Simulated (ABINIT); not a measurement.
Wanted: the native input for an ABINIT 10.8.3 (patched build) run.

```
Task                        : relaxation of cell and atoms
Functional                  : PBE
Dispersion                  : D2
Potentials or basis         : JTH PAW PBE v2.0
Cutoff                      : 463 eV
k mesh                      : 10 × 10 × 8
Occupations                 : fermi-dirac, width 0.05 eV
Spin                        : no spin polarisation
Cell freedom (optcell)      : 2
Cutoff smearing ecutsm (Ha) : 0.5
Optimiser (ionmov)          : 22
Force stop (Ha/bohr)        : 0.0002
Fine-grid cutoff            : 925.187 eV
```

The system is ZrB2.

```
CELL_PARAMETERS angstrom
3.17000 0.00000 0.00000
-1.58500 2.74530 0.00000
0.00000 0.00000 3.53300
ATOMIC_POSITIONS crystal
Zr 0.00000 0.00000 0.00000
B 0.66667 0.33333 0.50000
B 0.33333 0.66667 0.50000
```

These files were run (other wordings do the same):

run.abi

```
# Pseudopotentials
pp_dirpath "./"
pseudos "Zr.GGA_PBE-JTH.xml, B.GGA_PBE-JTH.xml"

# Structure
acell 3*1.0 Angstrom
rprim
     3.1700000000     0.0000000000     0.0000000000
    -1.5850000000     2.7453005300     0.0000000000
     0.0000000000     0.0000000000     3.5330000000
ntypat 2
znucl 40 5
natom 3
typat 1 2 2
xcart
     0.0000000000     0.0000000000     0.0000000000
     1.5850000002     0.9151001766     1.7665000000
    -0.0000000002     1.8302003534     1.7665000000 Angstrom
chkprim 0
chksymtnons 0
tolsym 1.0e-6

# Plane-wave basis
ecut 17.0
pawecutdg 34.0
pawxcdev 0
pawovlp -1

# k points
kptopt 1
ngkpt 10 10 8
nshiftk 1
shiftk 0.0 0.0 0.0

# Exchange and correlation
ixc 11
vdw_xc 5

# Bands and occupations
nband 13
occopt 3
tsmear 0.05 eV

# SCF cycle
nstep 100
tolvrs 1.0e-9

# Output
iomode 3
prtwf 0
prtden 0
prteig 0
prtebands 0
enunit 2

# Relaxation
ionmov 22
ntime 60
tolmxf 0.0002
optcell 2
dilatmx 1.08
ecutsm 0.5
```

Potentials or basis: JTH PAW PBE v2.0.

Launch:

```console
$ abinit run.abi > log 2>&1
```

It gave:

| Quantity | Value |
| --- | --- |
| Relaxed volume | 10.07 Å³/atom |
| Relaxed cell | a = 3.160 Å, b = 3.160 Å, c = 3.495 Å, α = 90.00°, β = 90.00°, γ = 120.00° |
| Space group after relaxing (to 0.05 Å) | P6/mmm (No. 191) |
| Energy gained by relaxing | 2.5 meV/atom |
| Ionic steps | 5 |
| Pressure after relaxing | 0.0 GPa |
| Band gap on the k mesh | none (metal or under the smearing width) |
| Valence electrons inside the program's atomic spheres | Zr 9.15; B 1.82 |

Caveat: pairwise dispersion overbinds metals, which lowers pressure and volume.

Wall time 100 s on 1 thread of Arm Neoverse V1, on a shared host, peak memory 0.12 GiB.
